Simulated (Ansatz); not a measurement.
input.yaml (Ansatz)

```yaml
crystal:
  lattice:
    - [0.0, 3.8572767515, 3.8572767515]
    - [3.8572767515, 0.0, 3.8572767515]
    - [3.8572767515, 3.8572767515, 0.0]
  atoms:
    - { symbol: Ba, position: [0.125, 0.125, 0.125] }
    - { symbol: Ba, position: [0.875, 0.875, 0.875] }
hamiltonian:
  xc: pbe
  pseudopotentials:
    kind: paw
    azcp:
      Ba: "pseudopotentials/Ba.paw.azcp"
basis:
  ecutwfc: 420
  fft_grid_basis: typed
kpoints:
  mp_grid: { grid: [12, 12, 12], shift: [0, 0, 0] }
magnetization:
  spin_polarized: false
scf:
  occupations: { method: fermi_dirac, width: 0.1 }
```

and its output:

```
Engine: ansatz 0.2.0, x86_64-unknown-linux-gnu
Pseudopotentials: kind: paw
Pseudopotential: Ba, paw, valence charge 10, recommended cutoff 420 eV (normal) 
Functional definition: PBE
  parameter kappa = 0.804
  parameter beta = 0.06672455060314922
  exchange = pbe_x(kappa = kappa, mu = beta*pi^2/3)
  correlation = pbe_c(beta = beta)
Crystal: 2 atoms, lattice volume = 114.782 Å³
Basis set: ecut = 420 eV, 2229 PW (Γ)
Bands: 14, of which v1, the nominal top of the filled ones, is band 10 counted from 1 (9 counted from 0)
Symmetry: 48 space group operations
Space group: Fd-3m (ITA 227), of the structure as read, at distance tolerance 4.9e-5 Å
k-points: 72 of 1728
Non-local potential: Ba, projectors of the file, l = 0: 3, l = 1: 2, l = 2: 2, l = 3: 2
PAW form: soft (Blöchl's): semilocal exchange-correlation on the pseudo side does not see the compensation charge
PAW one-centre angular grid: Ba, 194 points (default); XC on 64 Gauss nodes
Initial density: superposition of atomic densities (neutral atoms: chi_scale 0, normalization atom), corrected by the library's trained network
Initial wavefunctions: pseudopotential atomic-orbital guess
Functional: x = pbe(κ = 0.804, μ = 0.2195149727645171), c = pbe(β = 0.06672455060314922)
SCF iter   1: F=—  HF=-11897.201551 eV  |F-HF|=—  |Δ(HF+E_count)|=         —  Δρ=3.90e-3  dr2=1.35e-2  ethr=1.77e-3  ⟨swp⟩=9.3  Hψ=7268  notcnv=0
SCF iter   2: F=—  HF=-11897.204905 eV  |F-HF|=—  |Δ(HF+E_count)|=   3.35e-3  Δρ=2.39e-3  dr2=6.51e-3  ethr=6.73e-5  ⟨swp⟩=1.1  Hψ=1617  notcnv=0
SCF iter   3: F=—  HF=-11897.207609 eV  |F-HF|=—  |Δ(HF+E_count)|=   2.70e-3  Δρ=4.64e-4  dr2=6.44e-4  ethr=3.25e-5  ⟨swp⟩=2.2  Hψ=1275  notcnv=0
SCF iter   4: F=—  HF=-11897.207553 eV  |F-HF|=—  |Δ(HF+E_count)|=   5.68e-5  Δρ=7.92e-5  dr2=9.80e-6  ethr=3.22e-6  ⟨swp⟩=2.1  Hψ=1252  notcnv=0
SCF iter   5: F=—  HF=-11897.207557 eV  |F-HF|=—  |Δ(HF+E_count)|=   4.62e-6  Δρ=2.56e-5  dr2=7.50e-7  ethr=4.90e-8  ⟨swp⟩=2.2  Hψ=1800  notcnv=0
SCF iter   6: F=-11897.207558 eV  HF=-11897.207558 eV  |F-HF|=2.40e-8  |Δ(HF+E_count)|=   1.04e-6  Δρ=4.14e-6  dr2=2.01e-8  ethr=5.00e-10  ⟨swp⟩=3.0  Hψ=2611  notcnv=0
SCF 1 converged in 6 iterations: F = -11897.207558 eV  dr2 = 2.01e-8
SCF converged after 6 iterations
Free energy (F): -11897.207558 eV
Harris-Foulkes:  -11897.207558 eV  (|F-HF|=2.40e-8)
Internal energy: -11897.128917 eV  (E = F + TS)
E sigma→0 (E₀):  -11897.168238 eV
Entropy (-TS):   -0.078641 eV (-39.321 meV/atom)
Fermi energy:    6.245899 eV
--- Per-component energies (eV) ---
  E_band       = -165.809077
  E_kinetic    = 338.418825
  E_local      = -838.710149  (includes V_loc(G=0)·N_el)
  E_nonlocal   = 114.927251
  E_hartree    = 280.715162
  E_xc         = -335.048547
  E_vxc        = -270.246444  (∫ρ·V_xc dr)
  E_paw        = -10451.955479  (= ΣΔE_a)
  E_vpaw       = -71.630402  (= ΣTr[D̂ρ^β])
  E_aug_tail   = -0.000004  (compensation charges beyond the density's cutoff)
  E_ewald      = -1005.475976
  E_smearing   = -0.078641  (= −TS)
  E_closure    = 0.000000  (closes the sum)
  Σ components = -11897.207558   (vs F -11897.207558, Δ=0.00e0)
```

Command:

```sh
ansatz run input.yaml --threads 1 --pin off --max-ram 3584MiB --backend cpu --events-out ev --progress --plain --runs-dir out
```

On 1 thread of Intel(R) Xeon(R) Platinum 8259CL CPU @ 2.50GHz (Skylake/Cascade Lake) (shared host) this took about 7.5 s of wall time and 7.5 s of CPU time.
